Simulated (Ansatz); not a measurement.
A run of Ansatz 0.2.0 is set up as follows.

Contents of input.yaml:

```yaml
crystal:
  lattice:
    - [4.0473293151, 0.0, 0.0]
    - [-2.0236646576, 3.5050900044, 0.0]
    - [0.0, 0.0, 18.05206491]
  atoms:
    - { symbol: In, position: [0.3333333333, 0.6666666667, 0.07739049] }
    - { symbol: In, position: [0.3333333333, 0.6666666667, 0.92260951] }
    - { symbol: In, position: [0.0, 0.0, 0.42260632] }
    - { symbol: In, position: [0.0, 0.0, 0.57739368] }
    - { symbol: Se, position: [0.3333333333, 0.6666666667, 0.35298428] }
    - { symbol: Se, position: [0.3333333333, 0.6666666667, 0.64701572] }
    - { symbol: Se, position: [0.6666666667, 0.3333333333, 0.14699993] }
    - { symbol: Se, position: [0.6666666667, 0.3333333333, 0.85300007] }
hamiltonian:
  xc: blyp
  pseudopotentials: { kind: paw }
  dispersion: d4
kpoints:
  mp_grid: { grid: [8, 8, 2] }
scf:
  occupations: { method: fermi_dirac, width: 0.05 }
output:
  forces: true
  stress: true
  eigenvalues: true
relax:
  f_tol: 0.01
  max_steps: 40
  cell: { stress_tol: 0.05 }
```

Potentials or basis: Ansatz PAW.

Command:

```sh
$ ansatz run input.yaml --threads 4 --pin off --max-ram 11264MiB --backend cpu --events-out ev --progress --plain --runs-dir out
```

**Question.** What does it give for the relaxed cell?

**Answer.** a = 4.097 Å, b = 4.097 Å, c = 16.355 Å, α = 90.00°, β = 90.00°, γ = 120.00°.

**Question.** Estimate the band gap on the k mesh.

**Answer.** None (metal or under the smearing width).

**Question.** Predict the space group after relaxing (to 0.05 Å).

**Answer.** P-6m2 (No. 187).

Forces in eV/Å, atoms in the order of the input:
```
In   0.000  0.000  0.000
In   0.000  0.000  0.000
In   0.000  0.000 -0.001
In   0.000  0.000  0.001
Se   0.000  0.000  0.007
Se   0.000  0.000 -0.007
Se   0.000  0.000 -0.006
Se   0.000  0.000  0.006
```

Caveat: the plane-wave basis is chosen anew once the cell has moved, so the energies of steps on either side of that aren't comparable; the PAW data sets come from PBE, with cores solved anew for the run's functional, which leaves a small shift of forces and pressure.
